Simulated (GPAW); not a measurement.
The system is Ga.

```
Ga
1.0
     1.45000   -4.06500    0.00000
     1.45000    4.06500    0.00000
     0.00000    0.00000    3.17000
Ga
2
Direct
  0.13300 0.86700 0.75000
  0.86700 0.13300 0.25000
```

This isn't the form of Ga at room conditions, which is orthorhombic.

Base run:

| Item | Value |
| --- | --- |
| Program | GPAW 26.7.0 |
| Functional | PBEsol |
| Potentials or basis | PAW data sets generated in the run's folder for this functional |
| Cutoff | 600 eV |
| Basis | pw |
| k mesh | 8 × 8 × 7 |
| Occupations | fermi-dirac, width 0.05 eV |
| Spin | no spin polarisation |

Its results: pressure -1.5 GPa; largest force 0.255 eV/Å.

**Question.** The run is repeated on the same cell with these changes: functional from PBEsol to LDA; potentials or basis from PAW data sets generated in the run's folder for this functional to the program's PAW data sets (release 1.2.1) made for this functional. What comes out?

**Answer.** Pressure -3.4 GPa; largest force 0.239 eV/Å.

Not every run made on this cell is shown here.
